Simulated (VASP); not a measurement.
# Pt (Fm-3m) in VASP: settings compared

Aim: see how the results for Pt move with the level of theory and the settings. Levels: r2SCAN, r2SCAN+rVV10. Tasks: relaxation of cell and atoms.

All numbers are computed with VASP 6.6.1; they aren't measurements. Logs are shortened: lines on timing, memory, paths and dates and some standing lists are left out, and cuts for length are marked.

## Step 1: The crystal as given

The structure is cubic, space group Fm-3m (No. 225). The conventional cell has a = 3.943 Å, b = 3.943 Å, c = 3.943 Å, α = 90.00°, β = 90.00°, γ = 90.00°. Pt (site symmetry m-3m) has 12 Pt at 2.79 Å as nearest neighbours.

## Step 2: Relaxation of cell and atoms, r2SCAN

The input, INCAR:

```
PREC     = Accurate       # precision mode
ENCUT    = 600            # plane-wave cutoff, eV
EDIFF    = 1E-7           # SCF threshold, eV
ISMEAR   = 0              # smearing method
SIGMA    = 0.1            # smearing width, eV
LREAL    = F              # projectors in reciprocal space
LASPH    = T              # aspherical terms in the spheres
NELM     = 100            # most SCF steps
ALGO     = Normal         # electronic algorithm
ISIF     = 3              # what is computed and relaxed
LWAVE    = F              # write WAVECAR
LCHARG   = F              # write CHGCAR
METAGGA  = R2SCAN         # meta-GGA
LMIXTAU  = T            
IBRION   = 2              # ionic algorithm
NSW      = 90             # ionic steps
EDIFFG   = -0.005         # ionic threshold
```

The input, KPOINTS:

```
Automatic mesh
0
Gamma
  18 18 18
```

The input, POSCAR:

```
Pt
1.0
    0.0000000000      1.9715751800      1.9715751800
    1.9715751800      0.0000000000      1.9715751800
    1.9715751800      1.9715751800      0.0000000000
Pt
1
Direct
    0.0000000000      0.0000000000      0.0000000000
```

Potentials or basis: VASP PAW PBE potentials, release 64 (Pt).

On the command line:

```sh
> cat potpaw_PBE.64/Pt/POTCAR > POTCAR
> mpirun -np 1 vasp_std > vasp.out
```

OUTCAR:

```text
PREC = Accurate
   ENCUT = 600
   EDIFF = 1E-7
   ISMEAR = 0
   LREAL = F
   LASPH = T
   NELM = 100
   ISIF = 3
   METAGGA = R2SCAN
   IBRION = 2
   NSW = 90
   EDIFFG = -0.005

 ion  position               nearest neighbor table
   1  0.000  0.000  0.000-

  LATTYP: Found a face centered cubic cell.
 ALAT       =     3.9431503600

  Lattice vectors:

 A1 = (   0.0000000000,   1.9715751800,   1.9715751800)
 A2 = (   1.9715751800,   0.0000000000,   1.9715751800)
 A3 = (   1.9715751800,   1.9715751800,   0.0000000000)

Analysis of symmetry for initial positions (statically):
=====================================================================
 Subroutine PRICEL returns:
 Original cell was already a primitive cell.

 Routine SETGRP: Setting up the symmetry group for a
 face centered cubic supercell.

 Subroutine GETGRP returns: Found 48 space group operations
 (whereof 48 operations were pure point group operations)
 out of a pool of 48 trial point group operations.

The static configuration has the point symmetry O_h .

Analysis of symmetry for dynamics (positions and initial velocities):
=====================================================================
 Subroutine PRICEL returns:
 Original cell was already a primitive cell.

 Routine SETGRP: Setting up the symmetry group for a
 face centered cubic supercell.

 Subroutine GETGRP returns: Found 48 space group operations
 (whereof 48 operations were pure point group operations)
 out of a pool of 48 trial point group operations.

The dynamic configuration has the point symmetry O_h .

 Subroutine INISYM returns: Found 48 space group operations
 (whereof 48 operations are pure point group operations),
 and found     1 'primitive' translations

----------------------------------------------------------------------------------------

                                     Primitive cell

  volume of cell :      15.3275

  direct lattice vectors                    reciprocal lattice vectors
     0.000000000  1.971575180  1.971575180    -0.253604329  0.253604329  0.253604329
     1.971575180  0.000000000  1.971575180     0.253604329 -0.253604329  0.253604329
     1.971575180  1.971575180  0.000000000     0.253604329  0.253604329 -0.253604329

  length of vectors
     2.788228359  2.788228359  2.788228359     0.439255582  0.439255582  0.439255582

  position of ions in fractional coordinates (direct lattice)
     0.000000000  0.000000000  0.000000000
[... 94 lines left out ...]
   IMIX   =      4    mixing-type and parameters
     AMIX     =   0.40;   BMIX     =  1.00
     AMIX_MAG =   1.60;   BMIX_MAG =  1.00
  volume/ion in A,a.u.               =      15.33       103.43
  Fermi-wavevector in a.u.,A,eV,Ry     =   1.419880  2.683183 27.430132  2.016058
  Thomas-Fermi vector in A             =   2.540854
   LORBIT       =      0    0 simple, 1 ext, 2 COOP (PROOUT), +10 PAW based schemes
   METAGGA = R2SCAN    functional components
   LHFCALC =     F    Hartree Fock is set to
   AEXX    =    0.0000 exact exchange contribution
   IVDW    =     0    specifies the selected vdW correction
   LEPSILON=     F    determine dielectric tensor
   LRPA    =     F    only Hartree local field effects (RPA)
 conjugate gradient relaxation of ions
 non-spin polarized calculation
 Gauss-broadening in eV      SIGMA  =   0.10
  energy-cutoff  :      600.00
  volume of cell :       15.33
 maximum number of plane-waves:       532
   NGX = 11   NGY = 11   NGZ = 11

--------------------------------------- Ionic step        1  -------------------------------------------

 number of electron      10.0000001 magnetization

 Free energy of the ion-electron system (eV)
  ---------------------------------------------------
  ext. energy  EPLUGINS =         0.00000000
  ---------------------------------------------------
  free energy    TOTEN  =       -51.50090768 eV

  energy without entropy =      -51.49054506  energy(sigma->0) =      -51.49572637

------------------------ aborting loop because EDIFF is reached ----------------------------------------

  FORCE on cell =-STRESS in cart. coord.  units (eV):
  Direction    XX          YY          ZZ          XY          YZ          ZX
  --------------------------------------------------------------------------------------
  -------------------------------------------------------------------------------------
  Total        0.0126546      0.0126546      0.0126546     -0.0000000     -0.0000000      0.0000000
  in kB        1.3227829      1.3227829      1.3227829     -0.0000000     -0.0000000      0.0000000
  external PRESSURE =       1.3227829 kB  Pullay stress =       0.0000000 kB
[... 57 lines left out ...]
--------------------------------------- Ionic step        3  -------------------------------------------

 number of electron      10.0000001 magnetization

 Free energy of the ion-electron system (eV)
  ---------------------------------------------------
  ext. energy  EPLUGINS =         0.00000000
  ---------------------------------------------------
  free energy    TOTEN  =       -51.50091001 eV

  energy without entropy =      -51.49054139  energy(sigma->0) =      -51.49572570

 E-fermi :  10.6999     XC(G=0): -14.5181

 val. band max:       10.6965684031   @ k =   0.4444   0.1111   0.0000
 cond. band min:      10.7000632121   @ k =  -0.2778   0.3889   0.1667
 fundamental gap:      0.0034948091
 Fermi energy:        10.6999303734

 k-point     1 :       0.0000    0.0000    0.0000
  band No.  band energies     occupation
      1       0.3946      2.00000
      2       6.8858      2.00000
      3       6.8858      2.00000
      4       6.8858      2.00000
      5       8.9909      2.00000
      6       8.9909      2.00000
      7      26.2256      0.00000
      8      31.2994      0.00000
      9      31.2994      0.00000
[... 265 lines left out ...]
 k-point    24 :      -0.2222    0.0556    0.0000
  band No.  band energies     occupation
      1       2.4836      2.00000
      2       6.4084      2.00000
      3       7.2702      2.00000
      4       7.3361      2.00000
      5       8.8253      2.00000
      6       9.5112      2.00000
      7      25.0807      0.00000
      8      28.1038      0.00000
      9      32.6014      0.00000

 [... further k-points ...]

------------------------ aborting loop because EDIFF is reached ----------------------------------------

  FORCE on cell =-STRESS in cart. coord.  units (eV):
  Direction    XX          YY          ZZ          XY          YZ          ZX
  --------------------------------------------------------------------------------------
  -------------------------------------------------------------------------------------
  Total        0.0031297      0.0031297      0.0031297      0.0000000      0.0000000      0.0000000
  in kB        0.3270155      0.3270155      0.3270155      0.0000000      0.0000000      0.0000000
  external PRESSURE =       0.3270155 kB  Pullay stress =       0.0000000 kB
[... 16 lines left out ...]
  FREE ENERGIE OF THE ION-ELECTRON SYSTEM (eV)
  ---------------------------------------------------
  free  energy   TOTEN  =       -51.5009100136 eV

  energy  without entropy=      -51.4905413897  energy(sigma->0) =      -51.49572570

 reached required accuracy - stopping structural energy minimisation
```

OSZICAR:

```text
N       E                     dE             d eps       ncg     rms          rms(c)
DAV:   1    -0.440305962483E+01   -0.44031E+01   -0.62384E+03  3534   0.121E+03
DAV:   2    -0.542460828207E+02   -0.49843E+02   -0.47857E+02  3699   0.205E+02
DAV:   3    -0.547897749257E+02   -0.54369E+00   -0.52869E+00  4072   0.217E+01
[... 27 lines left out ...]
DAV:   2    -0.515008998947E+02    0.17396E-03   -0.63328E-04  3562   0.201E-01    0.296E-02
DAV:   3    -0.515009068317E+02   -0.69370E-05   -0.17981E-05  3561   0.460E-02    0.252E-02
DAV:   4    -0.515009072486E+02   -0.41685E-06   -0.39687E-05  3649   0.385E-02    0.898E-03
DAV:   5    -0.515009100399E+02   -0.27913E-05   -0.96729E-06  3602   0.232E-02    0.452E-04
DAV:   6    -0.515009100136E+02    0.26233E-07   -0.19583E-07  3724   0.521E-03
   3 F= -.51500910E+02 E0= -.51495726E+02  d E =-.232976E-05
```

Run time: 2.6 min. Hardware: 1 thread of Intel Xeon Platinum 8375C at 2.90GHz (Ice Lake), shared host; peak memory 0.18 GiB.

Results:

```
Free energy                            : -51.5009 eV
Relaxed volume                         : 15.33 Å³/atom
Relaxed cell                           : a = 2.789 Å, b = 2.789 Å, c = 2.789 Å, α = 60.00°, β = 60.00°, γ = 60.00°
Space group after relaxing (to 0.05 Å) : Fm-3m (No. 225)
Energy gained by relaxing              : 0.0 meV/atom
Ionic steps                            : 3
Pressure after relaxing                : 0.0 GPa
Band gap on the k mesh                 : none (metal or under the smearing width)
```

Final structure:
```
Pt
1.0
     0.00000    1.97185    1.97185
     1.97185    0.00000    1.97185
     1.97185    1.97185    0.00000
Pt
1
Direct
  0.00000 0.00000 0.00000
```

Caveat: the PAW data sets were made with another functional, which shifts forces and pressure a little. Spin-orbit coupling is left out, which matters for the levels of Pt.

## Step 3: Relaxation of cell and atoms, r2SCAN+rVV10

INCAR: that of step 2 with these lines changed.

```diff
@@ -14,2 +14,6 @@
 LMIXTAU  = T            
+LUSE_VDW = T            
+IVDW_NL  = 2            
+BPARAM   = 11.95        
+CPARAM   = 0.0093       
 IBRION   = 2              # ionic algorithm
```

KPOINTS is that of step 2.

POSCAR is that of step 2.

Potentials or basis: VASP PAW PBE potentials, release 64 (Pt).

On the command line:

```sh
> cat potpaw_PBE.64/Pt/POTCAR > POTCAR
> mpirun -np 1 vasp_std > vasp.out
```

Run time: 3.7 min. Hardware: 1 thread of Intel Xeon Platinum 8375C at 2.90GHz (Ice Lake), shared host; peak memory 0.25 GiB.

It converged, with:

| Quantity | Value |
| --- | --- |
| Free energy | -51.3485 eV |
| Relaxed volume | 15.23 Å³/atom |
| Relaxed cell | a = 2.782 Å, b = 2.782 Å, c = 2.782 Å, α = 60.00°, β = 60.00°, γ = 60.00° |
| Space group after relaxing (to 0.05 Å) | Fm-3m (No. 225) |
| Energy gained by relaxing | 0.6 meV/atom |
| Ionic steps | 3 |
| Pressure after relaxing | 0.0 GPa |
| Band gap on the k mesh | none (metal or under the smearing width) |

The path:
```tsv
step	energy change (eV)	largest force (eV/Å)	pressure (GPa)	volume (Å³)
1	0.0000	0.0000	-1.80	15.33
2	0.0041	0.0000	5.50	14.95
3	-0.0006	0.0000	0.00	15.23
```

Final structure:
```cif
data_structure
_symmetry_space_group_name_H-M 'P 1'
_symmetry_Int_Tables_number 1
_cell_length_a 2.7822
_cell_length_b 2.7822
_cell_length_c 2.7822
_cell_angle_alpha 60.000
_cell_angle_beta 60.000
_cell_angle_gamma 60.000
_cell_volume 15.23
loop_
_atom_site_label
_atom_site_type_symbol
_atom_site_fract_x
_atom_site_fract_y
_atom_site_fract_z
_atom_site_occupancy
Pt1 Pt 0.00000 0.00000 0.00000 1
```

Levels at points of the mesh, in eV from the Fermi level:
| k point | band 1 | band 2 | band 3 | band 4 | band 5 | band 6 | band 7 | band 8 | band 9 |
| --- | --- | --- | --- | --- | --- | --- | --- | --- | --- |
| (0.00, 0.00, 0.00) | -10.41 | -3.86 | -3.86 | -3.86 | -1.73 | -1.73 | 15.48 | 20.60 | 20.60 |
| (0.50, 0.00, 0.00) | -7.49 | -3.96 | -3.96 | -0.30 | 0.02 | 0.02 | 6.07 | 15.12 | 19.87 |
| (0.50, 0.50, 0.00) | -7.20 | -6.77 | -0.06 | 0.51 | 0.51 | 1.94 | 9.23 | 11.97 | 11.97 |

Caveat: the PAW data sets were made with another functional, which shifts forces and pressure a little. Spin-orbit coupling is left out, which matters for the levels of Pt.
